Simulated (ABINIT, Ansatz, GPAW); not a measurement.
## V: 3 runs at one level of theory

```
V
1.0
    -1.51435    1.51435    1.51435
     1.51435   -1.51435    1.51435
     1.51435    1.51435   -1.51435
V
1
Direct
  0.00000 0.00000 0.00000
```

Alike in all runs: task band structure; functional revPBE; k mesh 12 × 12 × 12; occupations fermi-dirac, width 0.05 eV; collinear spin, ferromagnetic start; no spin-orbit coupling. Pressure is positive in compression and, in plane waves, holds the error of the finite cutoff.

| program and potentials | plane-wave cutoff (eV) | notes | pressure (GPa) | net moment per atom (μB) |
| --- | --- | --- | --- | --- |
| ABINIT, JTH PAW PBE v2.0 | 408 | potentials made for PBE | -1.92 | 0.00 |
| GPAW, the program's PAW data sets (release 1.2.1) made for this functional | 600 | - | -0.93 | 0.00 |
| Ansatz, all-electron LAPW, scalar-relativistic | - | - | -2.44 | 0.00 |

The pressure spans -2.44 (Ansatz, all-electron LAPW, scalar-relativistic) to -0.93 GPa (GPAW, the program's PAW data sets (release 1.2.1) made for this functional), with all-electron results at -2.44. All agree on the net moment per atom. The state is the one that the start led to, which needn't be the lowest.

The functional is the same throughout but for its coding, so the spread measures potentials, basis and numerics; runs on potential files found faulty are left out.
